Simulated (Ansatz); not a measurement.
# In: one crystal by all-electron and frozen-core methods

The same cell of In is computed with all-electron LAPW, PAW on the default files and all-electron PAW on datasets made for the crystal, to set the results side by side.

Computed with Ansatz 0.2.0 (DFT PBE, scalar-relativistic, unless a step's input says otherwise).

### 1 The starting structure

Symmetry: R-3m, No. 166, trigonal system. The conventional cell has a = 3.339 Å, b = 3.339 Å, c = 24.622 Å, α = 90.00°, β = 90.00°, γ = 120.00°. In (site symmetry -3m) is surrounded by 12 In at 3.34 to 3.35 Å. Around In (site symmetry 3m) lie 12 In at 3.34 to 3.35 Å.

Structure file:

```xyz
3
Lattice="1.6696 0.9640 8.2075 -1.6696 0.9640 8.2075 0.0000 -1.9279 8.2075" Properties=species:S:1:pos:R:3 pbc="T T T"
In    0.0000    0.0000    0.0000
In    0.0000    0.0000   19.1565
In    0.0000    0.0000    5.4659
```

Structure from a Materials Project entry, not relaxed further.

Atoms are numbered in the order of the input: In1, In2, In3.

### 2 All-electron LAPW

Contents of input.yaml:

```yaml
crystal:
  lattice:
    - [1.6696368166, 0.9639652655, 8.20746325]
    - [-1.6696368166, 0.9639652655, 8.20746325]
    - [0.0, -1.927930531, 8.20746325]
  atoms:
    - { symbol: In, position: [0.0, 0.0, 0.0] }
    - { symbol: In, position: [0.77801224, 0.77801224, 0.77801224] }
    - { symbol: In, position: [0.22198776, 0.22198776, 0.22198776] }
kpoints:
  mp_grid: { grid: [14, 14, 14] }
  band_path:
    path:
      - [0.0, 0.0, 0.0]
      - [0.5, 0.5, 0.5]
      - [0.824137023, 0.175862977, 0.5]
      - [0.5, -0.175862977, 0.175862977]
      - [0.5, 0.0, 0.0]
      - [0.0, 0.0, 0.0]
      - [0.3379314885, -0.3379314885, 0.0]
      - [0.6620685115, 0.0, 0.3379314885]
      - [0.5, 0.0, 0.5]
    npoints: 14
scf:
  occupations: { method: fermi_dirac, width: 0.05 }
hamiltonian:
  xc: pbe
  pseudopotentials: { kind: all_electron, lapw: { basis_error: 0.0005 } }
output:
  forces: true
  stress: true
  eigenvalues: true
  populations: true
  dos: { projected: true, de: 0.2, e_range: [-14, 8] }
```

On the command line:

```console
$ ansatz run input.yaml --threads 1 --pin off --max-ram 6144MiB --backend cpu --events-out ev --progress --plain --runs-dir out
```

The program printed:

```text
In: projections on atomic orbitals take those of the free atom 1s2 2s2 2p6 3s2 3p6 3d10 4s2 4p6 4d10 5s2 5p1, of charge +0.00 (hamiltonian.pseudopotentials.projection_atoms)
LAPW: plane waves up to 6.894 Å⁻¹, error target 5.0e-4 eV per atom; small_component_spin mean_spin; In in spheres of 1.669 Å, 21 of its electrons in bands, Dirac shells []
Engine: ansatz 0.2.0
Pseudopotentials: kind: all_electron
Pseudopotential: In, LAPW, valence charge 21, Koelling and Harmon's equation, gaussian nucleus
Functional definition: PBE
  parameter kappa = 0.804
  parameter beta = 0.06672455060314922
  exchange = pbe_x(kappa = kappa, mu = beta*pi^2/3)
  correlation = pbe_c(beta = beta)
Crystal: 3 atoms, lattice volume = 79.258 Å³
Basis set: ecut = 181.066358752057 eV, 445 PW (Γ), FFT grids on a1−a3, a2−a3, a3, exchange–correlation at level 2
Bands: 38, of which v1, the nominal top of the filled ones, is band 32 counted from 1 (31 counted from 0)
Symmetry: 12 space group operations
Space group: R-3m (ITA 166), of the structure as read, at distance tolerance 4.3e-5 Å
k-points: 288 of 2744
Non-local potential: In, projectors of the file, none
Initial density: superposition of atomic densities (chi_scale 0.1, normalization cell)
Initial wavefunctions: plane waves of lowest kinetic energy (no species holds an atomic orbital)
Functional: x = pbe(κ = 0.804, μ = 0.2195149727645171), c = pbe(β = 0.06672455060314922)
iter 1 solved again at ethr=2.40e-5 eV; its pass at ethr=1.00e-1 eV (dr2=1.51e-2 eV) is discarded
SCF iter   1: F=—  HF=-480137.972937 eV  |F-HF|=—  |Δ(HF+E_count)|=         —  Δρ=5.22e-3  dr2=1.53e-2  ethr=2.40e-5  ⟨swp⟩=3.5  Hψ=77058  notcnv=0
preconditioner: auto → Kerker (q_TF=auto, 2.626 Å⁻¹)  [metal: Δε(μ)=0.009 eV  Ē_g=15.770 eV  σ=0.050 eV  W_gap=0.04  n_scr=30 (ndim 8)  ℏωp=26.0 eV  f_vac=0.000  D(μ)=1.57/eV (n_scr^D=4)]
SCF iter   2: F=—  HF=-480137.896237 eV  |F-HF|=—  |Δ(HF+E_count)|=   7.67e-2  Δρ=2.90e-3  dr2=6.07e-3  ethr=2.40e-5  ⟨swp⟩=2.1  Hψ=33731  notcnv=0
SCF iter   3: F=—  HF=-480137.891164 eV  |F-HF|=—  |Δ(HF+E_count)|=   5.07e-3  Δρ=1.95e-3  dr2=3.21e-3  ethr=9.63e-6  ⟨swp⟩=2.0  Hψ=33641  notcnv=0
SCF iter   4: F=—  HF=-480137.890690 eV  |F-HF|=—  |Δ(HF+E_count)|=   4.74e-4  Δρ=8.45e-4  dr2=7.98e-4  ethr=5.10e-6  ⟨swp⟩=2.0  Hψ=33641  notcnv=0
iter 5 solved again at ethr=1.00e-7 eV; its pass at ethr=1.27e-6 eV (dr2=6.32e-5 eV) is discarded
SCF iter   5: F=—  HF=-480137.890893 eV  |F-HF|=—  |Δ(HF+E_count)|=   2.03e-4  Δρ=2.20e-4  dr2=6.32e-5  ethr=1.00e-7  ⟨swp⟩=2.0  Hψ=56050  notcnv=0
SCF iter   6: F=—  HF=-480137.890898 eV  |F-HF|=—  |Δ(HF+E_count)|=   5.51e-6  Δρ=4.56e-5  dr2=2.58e-6  ethr=1.00e-7  ⟨swp⟩=2.0  Hψ=33641  notcnv=0
SCF iter   7: F=—  HF=-480137.890899 eV  |F-HF|=—  |Δ(HF+E_count)|=   3.01e-7  Δρ=1.22e-5  dr2=1.70e-7  ethr=4.09e-9  ⟨swp⟩=2.0  Hψ=33641  notcnv=0
SCF iter   8: F=—  HF=-480137.890899 eV  |F-HF|=—  |Δ(HF+E_count)|=   4.94e-8  Δρ=6.13e-6  dr2=2.32e-7  ethr=2.70e-10  ⟨swp⟩=2.0  Hψ=33646  notcnv=0
SCF iter   9: F=-480137.890899 eV  HF=-480137.890899 eV  |F-HF|=4.52e-8  |Δ(HF+E_count)|=   7.35e-8  Δρ=2.94e-6  dr2=4.57e-8  ethr=2.70e-10  ⟨swp⟩=2.0  Hψ=33641  notcnv=0
SCF 1 converged in 9 iterations: F = -480137.890899 eV  dr2 = 4.57e-8
NSCF: frozen V_eff on 113 k-points
SCF converged after 9 iterations
Free energy (F): -480137.890899 eV
Harris-Foulkes:  -480137.890899 eV  (|F-HF|=4.52e-8)
Internal energy: -480137.878027 eV  (E = F + TS)
E sigma→0 (E₀):  -480137.884463 eV
Entropy (-TS):   -0.012872 eV (-4.291 meV/atom)
Fermi energy:    13.403252 eV
--- Per-component energies (eV) ---
  E_band       = -1650.563738
  E_kinetic    = 503963.537383
  E_xc         = -13058.792451
  E_electrostatic = -971042.622959  (all electrons and nuclei)
  E_smearing   = -0.012872  (= −TS)
  E_closure    = 0.000000  (closes the sum)
  E_atoms      = -480130.278485  (free atoms, spherical and without spin; not in F)
  Σ components = -480137.890899   (vs F -480137.890899, Δ=0.00e0)
  Basis errors (estimates in eV, not in F): energy 9.0e-5 per atom: plane waves 8.7e-5 (6.2e-5 summed), levels above the bands 1.3e-47, relativity 9.0e-9, radial functions 2.1e-6, core shells 4.4e-10; eigenvalues (radial functions only) 8.0e-7; not estimated: angular momenta, meshes, grids; target (lapw.basis_error) 5.0e-4; muffin-tin radii In 1.669 Å
--- Forces (eV/Å), atoms counted from 1 ---
  atom   1  In     0.00000000     0.00000000    -0.00000000
  atom   2  In    -0.00000000    -0.00000000    -0.01684617
  atom   3  In     0.00000000     0.00000000     0.01684617
  max |Σ_I F_I| component: 3.47e-18 eV/Å
--- Stress (GPa, compression-positive) ---
        1.625106       0.000000      -0.000000
       -0.000000       1.625106      -0.000000
       -0.000000      -0.000000       1.868402
  P = ⅓ Tr σ = 1.7062 GPa (17.062 kbar)
--- Band table (eV; the first three rows and the last of 288) ---
  k-point 0: bands = ["-102.0764", "-102.0729", "-102.0727", "-60.5583", "-60.5538", "-60.5538", "-60.5535", "-60.5514", "-60.5514", "-60.5507", "-60.5507", "-60.5492", "-1.2945", "-1.2928", "-1.2537", "-1.2460", "-1.2460", "-1.2250", "-1.2250", "-1.2126", "-1.2126", "-1.1181", "-1.1181", "-0.9892", "-0.9892", "-0.9796", "-0.9796", "3.8965", "6.3407", "6.3660", "13.8697", "13.8904", "22.1295", "22.1295", "22.2135", "22.2135", "23.6358", "23.6358"]
  k-point 1: bands = ["-102.0763", "-102.0729", "-102.0727", "-60.5583", "-60.5542", "-60.5538", "-60.5534", "-60.5516", "-60.5514", "-60.5509", "-60.5507", "-60.5492", "-1.2908", "-1.2897", "-1.2538", "-1.2482", "-1.2335", "-1.2185", "-1.2112", "-1.2106", "-1.2007", "-1.1238", "-1.1216", "-1.0027", "-0.9886", "-0.9845", "-0.9792", "3.9965", "6.3363", "6.5733", "13.7450", "14.2036", "20.7029", "21.3217", "21.4826", "21.8934", "22.9538", "23.5818"]
  k-point 2: bands = ["-102.0763", "-102.0728", "-102.0727", "-60.5582", "-60.5550", "-60.5540", "-60.5532", "-60.5523", "-60.5517", "-60.5516", "-60.5509", "-60.5493", "-1.3052", "-1.2899", "-1.2512", "-1.2353", "-1.2114", "-1.2032", "-1.1954", "-1.1738", "-1.1684", "-1.1354", "-1.1234", "-1.0281", "-1.0021", "-0.9873", "-0.9778", "4.2986", "6.5234", "6.9940", "13.8009", "14.7031", "18.5244", "19.4305", "20.5494", "21.0420", "21.6972", "22.6719"]
  k-point 287: bands = ["-102.0764", "-102.0729", "-102.0727", "-60.5587", "-60.5538", "-60.5538", "-60.5524", "-60.5513", "-60.5513", "-60.5507", "-60.5507", "-60.5499", "-1.3152", "-1.2650", "-1.2592", "-1.2457", "-1.2457", "-1.2259", "-1.2259", "-1.2160", "-1.2160", "-1.0798", "-1.0798", "-1.0587", "-1.0587", "-0.9444", "-0.9444", "4.4905", "4.5135", "9.0224", "10.0268", "19.1563", "19.2027", "21.7141", "21.7141", "23.0850", "23.0850", "23.2348"]
--- Löwdin populations: 3 sites ---
  site symbol       q [e]
     0     In     48.9795
     1     In     48.9885
     2     In     48.9885
  spilling = 0.000296 (of n_electrons = 147.000000)
```

Run time: 2.3 min. Hardware: 1 thread of AMD EPYC 7B13 (Zen 3), shared host; peak memory 1.3 GiB.

Read from it: pressure 1.71 GPa; no gap; largest force 0.017 eV/Å.

At the corners of the path (eV, zero at the Fermi level):

```
point  band 30  band 31  band 32  band 33  band 34  band 35  band 36
    Γ    -7.04     0.47     0.49     8.73     8.73     8.81     8.81
    T    -4.38    -3.38     5.75     5.80     8.31     8.31     9.68
   H2    -2.90    -1.70    -0.86    -0.71     0.73     0.77     1.74
   H0    -2.90    -1.70    -0.86    -0.71     0.73     0.77     1.74
    L    -3.02    -2.75    -1.16    -1.07     3.27     4.06     4.71
    Γ    -7.04     0.47     0.49     8.73     8.73     8.81     8.81
   S0    -2.75    -1.53    -1.39    -0.12    -0.05     1.36     1.45
   S2    -2.75    -1.53    -1.39    -0.12    -0.05     1.36     1.45
    F    -3.50    -3.05    -0.43    -0.32     1.88     3.31     4.02
```

States per cell, counted by energy window (eV from the Fermi level, on a grid of 0.20 eV):

| from | to | total | In 5p | In 5s |
| --- | --- | --- | --- | --- |
| -10 | -9 | 0.08 | 0.02 | 0.05 |
| -9 | -8 | 0.44 | 0.20 | 0.23 |
| -8 | -7 | 0.64 | 0.33 | 0.30 |
| -7 | -6 | 0.79 | 0.41 | 0.37 |
| -6 | -5 | 0.95 | 0.47 | 0.47 |
| -5 | -4 | 1.14 | 0.49 | 0.63 |
| -4 | -3 | 1.12 | 0.45 | 0.66 |
| -3 | -2 | 1.11 | 0.49 | 0.61 |
| -2 | -1 | 1.17 | 0.88 | 0.27 |
| -1 | 0 | 1.41 | 1.00 | 0.38 |
| 0 | 1 | 1.45 | 1.03 | 0.38 |
| 1 | 2 | 1.59 | 1.18 | 0.35 |
| 2 | 3 | 1.63 | 1.25 | 0.30 |
| 3 | 4 | 1.81 | 1.43 | 0.25 |
| 4 | 5 | 1.92 | 1.54 | 0.20 |

[end of part 1 of 2]
